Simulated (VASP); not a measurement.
# CaSe (F-43m) in VASP: single point with PBE

Aim: the single point of CaSe with PBE.

All numbers are computed with VASP 6.6.1; they aren't measurements. Logs are shortened: lines on timing, memory, paths and dates and some standing lists are left out, and cuts for length are marked.

### Step 1. The structure

The structure is cubic, space group F-43m (No. 216). The conventional cell has a = 6.600 Å, b = 6.600 Å, c = 6.600 Å, α = 90.00°, β = 90.00°, γ = 90.00°. Se (site symmetry -43m) has 4 Ca at 2.86 Å as nearest neighbours. Around Ca (site symmetry -43m) lie 4 Se at 2.86 Å.

The cell comes from a database or a generator and needn't be the stable form of this composition.

### Step 2. Single point, PBE

Contents of run.py:

```python
from ase.calculators.vasp import Vasp
from ase.dft.bandgap import bandgap
from ase.io import read

atoms = read('POSCAR')
calc = Vasp(
    directory='calc',
    xc='pbe',
    pp='PBE',
    setups='recommended',
    prec='Accurate',
    encut=520,
    ediff=1e-07,
    ismear=0,
    sigma=0.05,
    lreal=False,
    lasph=True,
    nelm=100,
    algo='Normal',
    isif=2,
    lwave=False,
    lcharg=False,
    kpts=[7, 7, 7],
    gamma=True,
)
atoms.calc = calc

print('energy (eV):', atoms.get_potential_energy())
print('free energy (eV):', atoms.get_potential_energy(force_consistent=True))
print('forces (eV/A):')
print(atoms.get_forces())
print('stress (eV/A^3, Voigt):', atoms.get_stress())
print('Fermi level (eV):', calc.get_fermi_level())
gap, top, bottom = bandgap(calc)
print('band gap (eV):', gap, 'from (spin, k, band)', top, 'to', bottom)
```

Contents of POSCAR:

```
CaSe
1.0
    0.0000000000      3.3000000000      3.3000000000
    3.3000000000      0.0000000000      3.3000000000
    3.3000000000      3.3000000000      0.0000000000
Se Ca
1 1
Direct
    0.2500000000      0.2500000000      0.2500000000
    0.0000000000      0.0000000000      0.0000000000
```

Potentials or basis: VASP PAW PBE potentials, release 64 (Se, Ca_sv).

Run with:

```
python run.py
```

The program printed:

```text
energy (eV): -8.96991504
free energy (eV): -8.96991504
forces (eV/A):
[[-0. -0. -0.]
 [ 0.  0.  0.]]
stress (eV/A^3, Voigt): [ 0.00041622  0.00041622  0.00041622 -0.          0.          0.        ]
Fermi level (eV): -0.09920164
band gap (eV): 3.1454999999999997 from (spin, k, band) (0, np.int64(13), np.int64(7)) to (0, np.int64(0), np.int64(8))
```

OUTCAR:

```text
ENCUT = 520.000000
   EDIFF = 1.00e-07
   GGA = PE
   PREC = Accurate
   ISIF = 2
   ISMEAR = 0
   NELM = 100
   LASPH = .TRUE.
   LREAL = .FALSE.

 ion  position               nearest neighbor table
   1  0.250  0.250  0.250-   2 2.86   2 2.86   2 2.86   2 2.86
   2  0.000  0.000  0.000-   1 2.86   1 2.86   1 2.86   1 2.86

  LATTYP: Found a face centered cubic cell.
 ALAT       =     6.6000000000

  Lattice vectors:

 A1 = (   0.0000000000,   3.3000000000,   3.3000000000)
 A2 = (   3.3000000000,   0.0000000000,   3.3000000000)
 A3 = (   3.3000000000,   3.3000000000,   0.0000000000)

Analysis of symmetry for initial positions (statically):
=====================================================================
 Subroutine PRICEL returns:
 Original cell was already a primitive cell.

 Routine SETGRP: Setting up the symmetry group for a
 face centered cubic supercell.

 Subroutine GETGRP returns: Found 24 space group operations
 (whereof 24 operations were pure point group operations)
 out of a pool of 48 trial point group operations.

The static configuration has the point symmetry T_d .

Analysis of symmetry for dynamics (positions and initial velocities):
=====================================================================
 Subroutine PRICEL returns:
 Original cell was already a primitive cell.

 Routine SETGRP: Setting up the symmetry group for a
 face centered cubic supercell.

 Subroutine GETGRP returns: Found 24 space group operations
 (whereof 24 operations were pure point group operations)
 out of a pool of 48 trial point group operations.

The dynamic configuration has the point symmetry T_d .

 Subroutine INISYM returns: Found 24 space group operations
 (whereof 24 operations are pure point group operations),
 and found     1 'primitive' translations

----------------------------------------------------------------------------------------

                                     Primitive cell

  volume of cell :      71.8740

  direct lattice vectors                    reciprocal lattice vectors
     0.000000000  3.300000000  3.300000000    -0.151515152  0.151515152  0.151515152
     3.300000000  0.000000000  3.300000000     0.151515152 -0.151515152  0.151515152
     3.300000000  3.300000000  0.000000000     0.151515152  0.151515152 -0.151515152

  length of vectors
     4.666904756  4.666904756  4.666904756     0.262431941  0.262431941  0.262431941

  position of ions in fractional coordinates (direct lattice)
     0.250000000  0.250000000  0.250000000
     0.000000000  0.000000000  0.000000000

  ion indices of the primitive-cell ions
   primitive index   ion index
                 1           1
                 2           2

----------------------------------------------------------------------------------------

 KPOINTS: KPOINTS created by Atomic Simulation Env

Automatic generation of k-mesh.
 Grid dimensions read from file:
 generate k-points for:    7    7    7

 Generating k-lattice:

  Cartesian coordinates                     Fractional coordinates (reciprocal lattice)
    -0.021645022  0.021645022  0.021645022     0.142857143  0.000000000  0.000000000
     0.021645022 -0.021645022  0.021645022     0.000000000  0.142857143  0.000000000
     0.021645022  0.021645022 -0.021645022     0.000000000  0.000000000  0.142857143

  Length of vectors
[... 33 lines left out ...]
   number of dos      NEDOS =    301   number of ions     NIONS =      2
   total plane-waves  NPLWV =  46656
   dimension x,y,z NGX =    36 NGY =   36 NGZ =   36
   dimension x,y,z NGXF=    72 NGYF=   72 NGZF=   72
   ions per type =               1   1
   NGX,Y,Z   is equivalent  to a cutoff of  12.82, 12.82, 12.82 a.u.
   NGXF,Y,Z  is equivalent  to a cutoff of  25.65, 25.65, 25.65 a.u.
 SYSTEM =  unknown system
   PREC   = accura    normal or accurate (medium, high low for compatibility)
   ISTART =      0    job   : 0-new  1-cont  2-samecut
   ICHARG =      2    charge: 1-file 2-atom 10-const
   ISPIN  =      1    spin polarized calculation?
   LNONCOLLINEAR =      F non collinear calculations
   LSORBIT =      F    spin-orbit coupling
   LASPH  =      T    aspherical Exc in radial PAW
   ENCUT  =  520.0 eV  38.22 Ry    6.18 a.u.   8.68  8.68  8.68*2*pi/ulx,y,z
   NELM   =    100;   NELMIN=  2; NELMDL= -5     # of ELM steps
   EDIFF  = 0.1E-06   stopping-criterion for ELM
   LREAL  =      F    real-space projection
   EDIFFG = 0.1E-05   stopping-criterion for IOM
   NSW    =      0    number of steps for IOM
   IBRION =     -1    ionic relax: 0-MD 1-quasi-New 2-CG
   NFREE  =      0    steps in history (QN), initial steepest desc. (CG)
   ISIF   =      2    stress and relaxation
   ISYM   =      2    0-nonsym 1-usesym 2-fastsym
   POTIM  = 0.5000    time-step for ionic-motion
   TEBEG  =    0.0;   TEEND  =   0.0 temperature during run
   PSTRESS=    0.0 pullay stress
   NELECT =      16.0000    total number of electrons
   NUPDOWN=      -1.0000    fix difference up-down
   EMIN   =  10.00;   EMAX   =-10.00  energy-range for DOS
   EFERMI =   0.00;   METHOD = LEGACY
   ISMEAR =     0;   SIGMA  =   0.05  broadening in eV -4-tet -1-fermi 0-gaus
   EFERMI_NEDOS =   21; number of points for ismear=-14 and -15
   IALGO  =     38    algorithm
   IMIX   =      4    mixing-type and parameters
     AMIX     =   0.40;   BMIX     =  1.00
     AMIX_MAG =   1.60;   BMIX_MAG =  1.00
  volume/ion in A,a.u.               =      35.94       242.51
  Fermi-wavevector in a.u.,A,eV,Ry     =   0.992181  1.874950 13.393889  0.984423
  Thomas-Fermi vector in A             =   2.123975
   LORBIT       =      0    0 simple, 1 ext, 2 COOP (PROOUT), +10 PAW based schemes
   GGA     = PE    functional components
   LHFCALC =     F    Hartree Fock is set to
   AEXX    =    0.0000 exact exchange contribution
   IVDW    =     0    specifies the selected vdW correction
   LEPSILON=     F    determine dielectric tensor
   LRPA    =     F    only Hartree local field effects (RPA)
 non-spin polarized calculation
 Gauss-broadening in eV      SIGMA  =   0.05
  energy-cutoff  :      520.00
  volume of cell :       71.87
 maximum number of plane-waves:      1948
   NGX = 17   NGY = 17   NGZ = 17

 number of electron      16.0000001 magnetization

 Free energy of the ion-electron system (eV)
  ---------------------------------------------------
  ext. energy  EPLUGINS =         0.00000000
  ---------------------------------------------------
  free energy    TOTEN  =        -8.96991504 eV

  energy without entropy =       -8.96991504  energy(sigma->0) =       -8.96991504

 E-fermi :  -0.0992     XC(G=0):  -7.5517

 val. band max:       -0.3737118926   @ k =  -0.2857   0.2857   0.0000
 cond. band min:       2.7718484047   @ k =   0.0000   0.0000   0.0000
 fundamental gap:      3.1455602973
 Fermi energy:        -0.0992016411

 k-point     1 :       0.0000    0.0000    0.0000
  band No.  band energies     occupation
      1     -39.5123      2.00000
      2     -20.5247      2.00000
      3     -20.5247      2.00000
      4     -20.5247      2.00000
      5     -10.6823      2.00000
      6      -0.4640      2.00000
      7      -0.4640      2.00000
      8      -0.4640      2.00000
      9       2.7718      0.00000
     10       4.9598      0.00000
     11       4.9598      0.00000
     12       6.9221      0.00000
[... 271 lines left out ...]
 k-point    20 :      -0.2857    0.4286    0.1429
  band No.  band energies     occupation
      1     -39.5102      2.00000
      2     -20.5622      2.00000
      3     -20.5425      2.00000
      4     -20.5355      2.00000
      5     -10.3638      2.00000
      6      -1.1598      2.00000
      7      -0.9905      2.00000
      8      -0.4424      2.00000
      9       3.4690      0.00000
     10       4.6054      0.00000
     11       5.3079      0.00000
     12       5.9170      0.00000

------------------------ aborting loop because EDIFF is reached ----------------------------------------

  FORCE on cell =-STRESS in cart. coord.  units (eV):
  Direction    XX          YY          ZZ          XY          YZ          ZX
  --------------------------------------------------------------------------------------
  -------------------------------------------------------------------------------------
  Total       -0.0299151     -0.0299151     -0.0299151      0.0000000     -0.0000000     -0.0000000
  in kB       -0.6668510     -0.6668510     -0.6668510      0.0000000     -0.0000000     -0.0000000
  external PRESSURE =      -0.6668510 kB  Pullay stress =       0.0000000 kB

 VOLUME and BASIS-vectors are now :
 -----------------------------------------------------------------------------
  energy-cutoff  :      520.00
  volume of cell :       71.87
      direct lattice vectors                 reciprocal lattice vectors
     0.000000000  3.300000000  3.300000000    -0.151515152  0.151515152  0.151515152
     3.300000000  0.000000000  3.300000000     0.151515152 -0.151515152  0.151515152
     3.300000000  3.300000000  0.000000000     0.151515152  0.151515152 -0.151515152

 POSITION                                       TOTAL-FORCE (eV/Angst)
 -----------------------------------------------------------------------------------
      1.65000      1.65000      1.65000        -0.000000     -0.000000     -0.000000
      0.00000      0.00000      0.00000         0.000000      0.000000      0.000000
 -----------------------------------------------------------------------------------
    total drift:                                0.000000      0.000000      0.000000

  FREE ENERGIE OF THE ION-ELECTRON SYSTEM (eV)
  ---------------------------------------------------
  free  energy   TOTEN  =        -8.9699150377 eV

  energy  without entropy=       -8.9699150377  energy(sigma->0) =       -8.96991504
```

INCAR:

```text
ENCUT = 520.000000
SIGMA = 0.050000
EDIFF = 1.00e-07
ALGO = Normal
GGA = PE
PREC = Accurate
ISIF = 2
ISMEAR = 0
NELM = 100
LASPH = .TRUE.
LCHARG = .FALSE.
LWAVE = .FALSE.
LREAL = .FALSE.
```

Wall time 17 s (1 thread of Intel Xeon Platinum 8559C (Emerald Rapids), shared host); peak memory 0.2 GiB.

Results:

| Item | Value |
| --- | --- |
| Free energy | -8.9699 eV |
| Pressure | -0.1 GPa |
| Band gap on the k mesh | 3.15 eV, indirect (least direct gap 3.24 eV) |

Caveat: an odd mesh through Γ misses points on the zone boundary, where band edges often lie.

### Step 3. For comparison

An earlier run on the cell as given: functional PBE; potentials or basis VASP PAW PBE potentials, release 64 (Se, Ca_sv); cutoff 520 eV; k mesh 7 × 7 × 7; occupations fermi-dirac, width 0.05 eV; no spin polarisation.

- Pressure: -0.1 GPa
- Band gap on the k mesh: 3.15 eV, indirect (least direct gap 3.24 eV)
